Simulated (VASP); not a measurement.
## SnTe: single point with PBE

**Measured values to compare with.**

From a printed reference work, textbook, for a bulk crystal of SnTe at 300 K: band gap 0.18 eV (direct).

Crystal: SnTe.

```xyz
2
Lattice="0.0000 3.1923 3.1923 3.1923 0.0000 3.1923 3.1923 3.1923 0.0000" Properties=species:S:1:pos:R:3 pbc="T T T"
Sn    0.0000    0.0000    0.0000
Te    3.1923    3.1923    3.1923
```

```json
{"Program": "VASP 6.6.1", "Task": "single point", "Functional": "PBE", "Potentials or basis": "VASP PAW PBE potentials, release 64 (Sn_d, Te)", "Cutoff": "500 eV", "k mesh": "6 × 6 × 6", "Occupations": "gaussian, width 0.01 eV", "Spin": "no spin polarisation"}
```

```json
{
  "Pressure": "0.6 GPa",
  "Band gap on the k mesh": "0.02 eV, direct"
}
```

Levels at points of the mesh, in eV from the valence-band top:
```csv
k point,band 8,band 9,band 10,band 11,band 12,band 13
"(0.00, 0.00, 0.00)",-2.06,-2.06,-2.06,3.25,3.25,3.25
"(0.50, 0.00, 0.00)",-1.73,-1.73,0.00,0.02,0.41,0.41
"(0.50, 0.50, 0.00)",-5.32,-3.57,-3.57,2.31,4.72,4.72
```

It took 20 s on 1 thread of Intel(R) Xeon(R) Platinum 8259CL CPU @ 2.50GHz (Skylake/Cascade Lake), with other jobs on the host, peak memory 0.2 GiB.

Measured gap of SnTe: 0.18 eV (direct; 300 K; a printed reference work, textbook). This calculation gives 0.02 eV (-0.16 eV). Spin-orbit coupling on Sn, Te is left out. The value is that of PBE on a finite k mesh, which can miss the band edges, without temperature or zero-point motion. Semilocal functionals fall short of measured gaps as a rule.

Caveat: spin-orbit coupling is left out, which moves the levels of the heavy elements.
